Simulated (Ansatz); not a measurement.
# Sb (R-3m) in Ansatz: single point with B3LYP5+D3(BJ)

Aim: the single point of Sb with B3LYP5+D3(BJ).

Program: Ansatz 0.2.0. These are calculated values, not measurements. Logs are shortened: lines on timing, memory, paths and dates and some standing lists are left out, and cuts for length are marked.

## Step 1: Starting point

Symmetry: R-3m, No. 166, trigonal system. Conventional cell: a = 4.308 Å, b = 4.308 Å, c = 11.274 Å, α = 90.00°, β = 90.00°, γ = 120.00°. Sb (site symmetry 3m) is surrounded by 3 Sb at 2.91 Å.

## Step 2: Single point, B3LYP5+D3(BJ)

The input, input.yaml:

```yaml
crystal:
  lattice: { a: 4.3084, b: 4.3084, c: 11.274, alpha: 90.0, beta: 90.0, gamma: 120.0 }
  space_group: 166
  reduce_to_primitive: true
  atoms:
    - { symbol: Sb, wyckoff: "6c", position: [0.0, 0.0, 0.76651] }
hamiltonian:
  xc: b3lyp5
  pseudopotentials: { kind: nc, source: spms }
  dispersion: d3bj
kpoints:
  mp_grid: { grid: [5, 5, 5] }
scf:
  occupations: { method: fermi_dirac, width: 0.025 }
output:
  forces: true
  stress: true
  eigenvalues: true
```

Potentials or basis: SPMS NC.

Launch:

```
$ ansatz run input.yaml --threads 1 --pin off --max-ram 2560MiB --backend cpu --events-out ev --progress --plain --runs-dir out
```

Output:

```text
Warning: output.stress: scf.convergence.dr2_threshold = 1e-7 eV (the SCF's general default) is looser than the 2e-10 eV advised for a printed stress (1e-10 eV for each atom of the cell: 2). What an SCF threshold leaves in a stress goes as its square root, and in the free energy as the threshold itself, and one threshold admits the most on a small cell: of the crystals measured, under no hybrid functional and no lock of the moments, on runs that ended without the residual-converged pass, on stresses that held no estimate of that error, the worst erred by over 100 MPa in a component at 1e-7 eV an atom and by under 5 at 1e-10. Set scf.convergence.dr2_threshold to 2e-10 eV or tighter. The threshold is an SCF's pass mark: one that does not reach it within its budget of iterations ends unconverged, or closes short of it on a stop that the run arms, and scf.convergence.dr2_threshold's page says what that costs each kind of run
Warning: output.stress: scf.exx.energy_threshold = 1e-6 eV is looser than the 2e-8 eV advised for a stress under a hybrid functional (1e-8 eV for each atom of the cell: 2). Every SCF of the exchange loop can meet its threshold on dr2 while the loop round them stops early: no threshold on dr2 bounds what that leaves in the stress. Set scf.exx.energy_threshold to 2e-8 eV or tighter. The threshold is the loop's pass mark: a loop that does not reach it within its budget of cycles ends unconverged, and scf.exx.energy_threshold's page has the law
Warning: RAYON_NUM_THREADS=1 ignored (pool sized by the plan → 1); use --threads N
crystal.space_group: 166 is read as R-3m (hexagonal axes, obverse): the typed cell holds Sb6 (Sb 6c). Least distances (Å): Sb–Sb 2.908
crystal.space_group generates its sites in this order, which a site index counts, at these fractional coordinates of the primitive cell where crystal.reduce_to_primitive is true, and else of the cell that is read (crystal.supercell repeats the list replica by replica, and crystal.defects acts on that): 0: Sb [0.766510, 0.766510, 0.766510]; 1: Sb [0.233490, 0.233490, 0.233490];
Engine: ansatz 0.2.0, x86_64-unknown-linux-gnu
Pseudopotentials: kind: nc
Pseudopotential: Sb, nc, valence charge 15, recommended cutoff 653.073269903712 eV (normal), Sb.nc.azcp
Functional definition: B3LYP5
  parameter a0 = 0.2
  parameter ax = 0.72
  parameter ac = 0.81
  exchange = (1 - a0 - ax)*slater_x + ax*b88_x + a0*exact_x
  correlation = (1 - ac)*vwn5_c + ac*lyp_c
Crystal: 2 atoms, lattice volume = 60.411 Å³
Basis set: ecut = 653.073269903712 eV, 2283 PW (Γ), exchange–correlation on 80×80×80 points (8 copies of the dense FFT grid, shifted against one another)
Bands: 19, of which v1, the nominal top of the filled ones, is band 15 counted from 1 (14 counted from 0)
Symmetry: 12 space group operations
Space group: R-3m (ITA 166), of the structure as read, at distance tolerance 3.9e-5 Å
k-points: 19 of 125
Non-local potential: Sb, projectors of the file, l = 0: 2, l = 1: 2, l = 2: 2, l = 3: 2
Initial density: superposition of atomic densities (chi_scale 0.1, normalization cell)
Initial wavefunctions: pseudopotential atomic-orbital guess
Functional: x = 0.1 slater + 0.9 b88, c = 0.19 vwn5 + 0.81 lyp, warm-up for x = 0.08 slater + 0.72 b88 + 0.2 exact, c = 0.19 vwn5 + 0.81 lyp
iter 1 solved again at ethr=4.82e-4 eV; its pass at ethr=1.00e-1 eV (dr2=1.45e-1 eV) is discarded
SCF iter   1: F=—  HF=-4682.785915 eV  |F-HF|=—  |Δ(HF+E_count)|=         —  Δρ=1.67e-2  dr2=1.46e-1  ethr=4.82e-4  ⟨swp⟩=6.4  Hψ=2188  notcnv=0
preconditioner: auto → none  [insulator: Δε(μ)=0.377 eV  Ē_g=8.754 eV  σ=0.025 eV  W_gap=1.00  n_scr=14 (ndim 8)  ℏωp=15.1 eV  f_vac=0.000  D(μ)=0.00/eV (n_scr^D=0)]
SCF iter   2: F=—  HF=-4682.772956 eV  |F-HF|=—  |Δ(HF+E_count)|=   1.30e-2  Δρ=7.47e-3  dr2=3.02e-2  ethr=4.82e-4  ⟨swp⟩=2.0  Hψ=722  notcnv=0
iter 3 solved again at ethr=4.32e-6 eV; its pass at ethr=1.01e-4 eV (dr2=1.29e-3 eV) is discarded
SCF iter   3: F=—  HF=-4682.773995 eV  |F-HF|=—  |Δ(HF+E_count)|=   1.04e-3  Δρ=1.31e-3  dr2=1.02e-3  ethr=4.32e-6  ⟨swp⟩=3.3  Hψ=1721  notcnv=0
eigensolver tolerance schedule: the retry pair's looser diagonalisation over-reported the residual by 0.27 of it (diagonalisation noise at 0.28 of the residual, at the tolerance the schedule requests for it); recorded, not acted on — ethr = c·dr2/N_el stays at c = 1.0e-1
SCF iter   4: F=—  HF=-4682.773803 eV  |F-HF|=—  |Δ(HF+E_count)|=   1.92e-4  Δρ=6.97e-4  dr2=2.12e-4  ethr=3.41e-6  ⟨swp⟩=3.0  Hψ=923  notcnv=0
SCF iter   5: F=—  HF=-4682.773758 eV  |F-HF|=—  |Δ(HF+E_count)|=   4.47e-5  Δρ=2.91e-4  dr2=3.68e-5  ethr=7.07e-7  ⟨swp⟩=3.0  Hψ=684  notcnv=0
SCF iter   6: F=-4682.773753 eV  HF=-4682.773753 eV  |F-HF|=6.31e-8  |Δ(HF+E_count)|=   5.17e-6  Δρ=4.11e-5  dr2=6.08e-7  ethr=1.23e-7  ⟨swp⟩=3.0  Hψ=865  notcnv=0
SCF 1 stopped early in 6 iterations: F = -4682.773753 eV  dr2 = 6.08e-7
Initial density: handed on by an earlier stage of this run
Initial wavefunctions: those handed on with the density
Functional: x = 0.08 slater + 0.72 b88 + 0.2 exact, c = 0.19 vwn5 + 0.81 lyp
Exchange kernel: α = 0.2000, full range, Wigner–Seitz truncation, v(0) = 13339.4501 eV·Å³, q-mesh 5×5×5, nearest image of the exchange supercell L = 21.54 Å, pair-density grid 24×24×24 (sized by the pseudopotential files, 30×32×32 at the most), exact exchange by density-matrix convolution
Frozen-core exchange: scaled_semilocal
SCF iter   1: F=—  HF=-4547.099887 eV  |F-HF|=—  |Δ(HF+E_count)|=         —  Δρ=2.45e-2  dr2=1.83e-1  ethr=2.03e-8  ⟨swp⟩=9.5  Hψ=2487  notcnv=0
preconditioner: auto → none  [insulator: Δε(μ)=0.763 eV  Ē_g=10.198 eV  σ=0.025 eV  W_gap=1.00  n_scr=14 (ndim 8)  ℏωp=15.1 eV  f_vac=0.008  D(μ)=0.00/eV (n_scr^D=0)]
SCF iter   2: F=—  HF=-4547.010770 eV  |F-HF|=—  |Δ(HF+E_count)|=   8.91e-2  Δρ=6.73e-3  dr2=1.27e-2  ethr=2.03e-8  ⟨swp⟩=7.0  Hψ=2088  notcnv=0
SCF iter   3: F=—  HF=-4547.022354 eV  |F-HF|=—  |Δ(HF+E_count)|=   1.16e-2  Δρ=2.32e-3  dr2=2.37e-3  ethr=2.03e-8  ⟨swp⟩=5.8  Hψ=1685  notcnv=0
SCF iter   4: F=—  HF=-4547.021564 eV  |F-HF|=—  |Δ(HF+E_count)|=   7.90e-4  Δρ=6.27e-4  dr2=4.00e-4  ethr=2.03e-8  ⟨swp⟩=5.8  Hψ=1585  notcnv=0
SCF iter   5: F=—  HF=-4547.022169 eV  |F-HF|=—  |Δ(HF+E_count)|=   6.05e-4  Δρ=4.15e-4  dr2=1.66e-4  ethr=2.03e-8  ⟨swp⟩=5.0  Hψ=1427  notcnv=0
SCF iter   6: F=—  HF=-4547.022238 eV  |F-HF|=—  |Δ(HF+E_count)|=   6.93e-5  Δρ=1.65e-4  dr2=3.59e-5  ethr=2.03e-8  ⟨swp⟩=4.0  Hψ=1143  notcnv=0
SCF iter   7: F=-4547.022265 eV  HF=-4547.022268 eV  |F-HF|=2.02e-6  |Δ(HF+E_count)|=   2.95e-5  Δρ=6.10e-5  dr2=3.31e-6  ethr=2.03e-8  ⟨swp⟩=4.0  Hψ=1173  notcnv=0
SCF 2 stopped early in 7 iterations: F = -4547.022265 eV  dr2 = 3.31e-6
  Residual-converged pass: ⟨swp⟩=3.8  Hψ=956  notcnv=0  max |occ|·‖R‖ = 6.6e-6 eV (tolerance 6.7e-6 eV)  dr2=3.31e-6  max |Δocc| = 1.1e-12
hybrid outer 1: dexx = +2.396e-2 eV, tail = 1.12e-4 eV
Exchange kernel: α = 0.2000, full range, Wigner–Seitz truncation, v(0) = 13339.4501 eV·Å³, q-mesh 5×5×5, nearest image of the exchange supercell L = 21.54 Å, pair-density grid 24×24×24 (sized by the pseudopotential files, 30×32×32 at the most), exact exchange by density-matrix convolution
Frozen-core exchange: scaled_semilocal
SCF iter   1: F=—  HF=-4547.025552 eV  |F-HF|=—  |Δ(HF+E_count)|=         —  Δρ=3.94e-4  dr2=3.32e-5  ethr=1.86e-6  ⟨swp⟩=3.2  Hψ=924  notcnv=0
preconditioner: auto → none  [insulator: Δε(μ)=0.789 eV  Ē_g=10.215 eV  σ=0.025 eV  W_gap=1.00  n_scr=14 (ndim 8)  ℏωp=15.1 eV  f_vac=0.010  D(μ)=0.00/eV (n_scr^D=0)]
SCF iter   2: F=—  HF=-4547.025538 eV  |F-HF|=—  |Δ(HF+E_count)|=   1.49e-5  Δρ=1.48e-4  dr2=4.02e-6  ethr=1.09e-7  ⟨swp⟩=2.1  Hψ=647  notcnv=0
SCF iter   3: F=—  HF=-4547.025536 eV  |F-HF|=—  |Δ(HF+E_count)|=   1.05e-6  Δρ=2.03e-5  dr2=2.39e-7  ethr=1.28e-8  ⟨swp⟩=3.0  Hψ=883  notcnv=0
SCF iter   4: F=—  HF=-4547.025536 eV  |F-HF|=—  |Δ(HF+E_count)|=   1.11e-7  Δρ=6.14e-6  dr2=1.41e-8  ethr=7.69e-10  ⟨swp⟩=3.1  Hψ=872  notcnv=0  defer=1
SCF iter   5: F=—  HF=-4547.025536 eV  |F-HF|=—  |Δ(HF+E_count)|=   3.77e-9  Δρ=2.95e-6  dr2=4.21e-9  ethr=3.63e-11  ⟨swp⟩=4.2  Hψ=1089  notcnv=0
SCF iter   6: F=-4547.025536 eV  HF=-4547.025536 eV  |F-HF|=1.80e-10  |Δ(HF+E_count)|=  8.76e-10  Δρ=6.17e-7  dr2=2.24e-10  ethr=1.28e-11  ⟨swp⟩=3.2  Hψ=940  notcnv=0  defer=1
SCF 3 converged in 6 iterations: F = -4547.025536 eV  dr2 = 2.24e-10
  Residual-converged pass: ⟨swp⟩=3.1  Hψ=932  notcnv=0  max |occ|·‖R‖ = 3.4e-7 eV (tolerance 3.4e-7 eV)  dr2=2.69e-10  max |Δocc| = 2.9e-15
hybrid outer 2: dexx = +5.614e-6 eV, tail = 1.17e-7 eV, Δε = 2.50e-3 eV (about 7.59e-5 eV left of the loop's levels), ΔF = 2.38e-2 eV/Å (tail 1.27e-2)
Exchange kernel: α = 0.2000, full range, Wigner–Seitz truncation, v(0) = 13339.4501 eV·Å³, q-mesh 5×5×5, nearest image of the exchange supercell L = 21.54 Å, pair-density grid 24×24×24 (sized by the pseudopotential files, 30×32×32 at the most), exact exchange by density-matrix convolution
Frozen-core exchange: scaled_semilocal
SCF iter   1: F=—  HF=-4547.025538 eV  |F-HF|=—  |Δ(HF+E_count)|=         —  Δρ=8.71e-6  dr2=3.01e-8  ethr=1.94e-9  ⟨swp⟩=3.6  Hψ=933  notcnv=0
SCF iter   2: F=—  HF=-4547.025538 eV  |F-HF|=—  |Δ(HF+E_count)|=   6.95e-9  Δρ=3.23e-6  dr2=3.73e-9  ethr=7.57e-11  ⟨swp⟩=3.0  Hψ=860  notcnv=0
SCF iter   3: F=—  HF=-4547.025538 eV  |F-HF|=—  |Δ(HF+E_count)|=   3.52e-9  Δρ=8.84e-7  dr2=2.74e-10  ethr=8.28e-12  ⟨swp⟩=3.0  Hψ=931  notcnv=0
SCF iter   4: F=-4547.025538 eV  HF=-4547.025538 eV  |F-HF|=4.64e-11  |Δ(HF+E_count)|=  1.74e-10  Δρ=2.92e-7  dr2=5.81e-11  ethr=1.00e-12  ⟨swp⟩=3.0  Hψ=806  notcnv=0
SCF 4 converged in 4 iterations: F = -4547.025538 eV  dr2 = 5.81e-11
  Residual-converged pass: ⟨swp⟩=3.0  Hψ=806  notcnv=0  max |occ|·‖R‖ = 2.7e-7 eV (tolerance 2.7e-7 eV)  dr2=6.12e-11  max |Δocc| = 8.9e-16
hybrid outer 3: dexx = +3.678e-8 eV, tail = 9.37e-10 eV, Δε = 1.39e-4 eV (about 1.21e-5 eV left of the loop's levels), ΔF = 4.73e-4 eV/Å (tail 3.42e-4)
hybrid SCF converged: 3 outer / 17 inner (+6 warm-up), last move |dexx| = 3.68e-8 eV, tail = 9.37e-10 eV
Stability not checked: this state was not tested for a lower state beside it, because the functional holds exact exchange (a hybrid, or Hartree-Fock), whose exchange loop this test does not read (fock_operator; see scf.lower_state_search)
Free energy (F): -4547.025538 eV
Frozen-core exchange: scaled_semilocal
Harris-Foulkes:  -4547.025538 eV  (|F-HF|=4.64e-11)
Internal energy: -4547.025538 eV  (E = F + TS)
E sigma→0 (E₀):  -4547.025538 eV
Entropy (-TS):   -0.000000 eV (-0.000 meV/atom)
Fermi energy:    11.366375 eV
--- Per-component energies (eV) ---
  E_band       = -324.192547
  E_kinetic    = 2371.334704
  E_local      = -2338.261933  (includes V_loc(G=0)·N_el)
  E_nonlocal   = -1706.672404
  E_hartree    = 1029.555549
  E_xc         = -893.846092
  E_vxc        = -564.988900  (∫ρ·V_xc dr)
  E_exx        = -72.357639  (= α·E_x^exact, valence–valence)
  E_ewald      = -2934.870052
  E_disp       = -1.907671  (pairwise vdW)
  E_smearing   = -0.000000  (= −TS)
  E_closure    = -0.000000  (closes the sum)
  Σ components = -4547.025538   (vs F -4547.025538, Δ=0.00e0)
--- Forces (eV/Å), atoms counted from 1 ---
  atom   1  Sb    -0.00000000     0.00000000     0.46646413
  atom   2  Sb     0.00000000     0.00000000    -0.46646413
  max |Σ_I F_I| component: 5.55e-17 eV/Å
--- Stress (GPa, compression-positive) ---
       -2.073232      -0.000000      -0.000000
       -0.000000      -2.073232      -0.000000
       -0.000000      -0.000000      -2.013802
  P = ⅓ Tr σ = -2.0534 GPa (-20.534 kbar)
--- Band table (eV; the first three rows and the last of 19) ---
  k-point 0: bands = ["-18.7950", "-18.7950", "-18.6812", "-18.6812", "-18.6451", "-18.5277", "-18.5277", "-18.5159", "-18.4363", "-18.4363", "-3.1055", "5.4381", "8.4495", "8.7329", "8.7329", "13.8006", "14.3745", "14.3745", "17.4964"]
  k-point 1: bands = ["-18.7758", "-18.7670", "-18.6713", "-18.6640", "-18.6324", "-18.5418", "-18.5390", "-18.5295", "-18.4626", "-18.4573", "-2.6349", "3.7170", "8.5492", "8.6840", "9.4707", "13.1972", "13.4104", "13.4337", "16.9807"]
  k-point 2: bands = ["-18.7371", "-18.6965", "-18.6536", "-18.6223", "-18.6045", "-18.5848", "-18.5769", "-18.5492", "-18.5137", "-18.5001", "-1.2733", "1.0861", "8.6661", "8.7384", "10.2608", "11.7612", "12.0778", "12.2343", "18.7931"]
  k-point 18: bands = ["-18.7378", "-18.7312", "-18.6561", "-18.6470", "-18.6167", "-18.5526", "-18.5492", "-18.5424", "-18.5053", "-18.4997", "-1.1354", "1.1537", "6.3938", "8.3857", "9.4929", "12.9313", "13.3525", "15.7022", "18.1926"]
```

Run time: 81 s. Hardware: 1 thread of Intel Xeon Platinum 8488C (Sapphire Rapids), shared host; peak memory 1.4 GiB.

Results:

```
Free energy            : -4547.0255 eV
Pressure               : -2.1 GPa
Largest force          : 0.466 eV/Å
Band gap on the k mesh : 0.79 eV, indirect (least direct gap 0.92 eV)
```

Forces in eV/Å, atoms in the order of the input:
```
Sb   0.000  0.000  0.466
Sb   0.000  0.000 -0.466
```

Levels at points of the mesh, in eV from the valence-band top:
| k point | band 12 | band 13 | band 14 | band 15 | band 16 | band 17 | band 18 | band 19 |
| --- | --- | --- | --- | --- | --- | --- | --- | --- |
| (0.00, 0.00, 0.00) | -5.53 | -2.52 | -2.24 | -2.24 | 2.83 | 3.40 | 3.40 | 6.52 |

Caveat: the potentials were made for another functional, which shifts forces and pressure; odd divisions of the mesh miss points on the zone boundary, where band edges often lie, so the gap on the mesh can be too wide; the pressure holds a Pulay correction of +0.5 GPa for the finite cutoff; spin-orbit coupling is left out, which moves the levels of the heavy elements; the thresholds are loose for stress. A k mesh can miss the band edges.
